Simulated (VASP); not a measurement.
Here is a VASP 6.6.1 calculation.

The input INCAR:

```
  PREC = Accurate
  ENCUT = 520
  EDIFF = 1E-6
  ISMEAR = 0
  SIGMA = 0.15
  LREAL = F
  LASPH = T
  NELM = 80
  ALGO = Fast
  ISIF = 2
  LWAVE = F
  LCHARG = T
  GGA = PE
  IVDW = 12
  LELF = T
  LVHAR = T
  NBANDS = 8
```

The input KPOINTS:

```
Automatic mesh
0
Gamma
  24 24 24
```

Contents of POSCAR:

```
Si
1.0
    0.0000000000      1.7024421798      2.4072532423
    1.7024421798      0.0000000000      2.4072532423
    1.7024421798      1.7024421798      0.0000000000
Si
1
Direct
    0.0000000000      0.0000000000      0.0000000000
```

Potentials or basis: VASP PAW PBE potentials, release 64 (Si).

Run with:

```bash
$ cat potpaw_PBE.64/Si/POTCAR > POTCAR
$ mpirun -np 1 vasp_std > vasp.out
```

Problem. Estimate the band gap on the k mesh.

Solution. None (metal or under the smearing width).

Problem. Predict the pressure.

Solution. 5.6 GPa.

Problem. Predict the dispersion energy per atom.

Solution. -0.445 eV.

Stress tensor (GPa, compression positive):
```
 8.96  0.00  0.00
 0.00  8.96  0.00
 0.00  0.00 -1.03
```

Caveat: pairwise dispersion overbinds metals, which lowers pressure and volume.
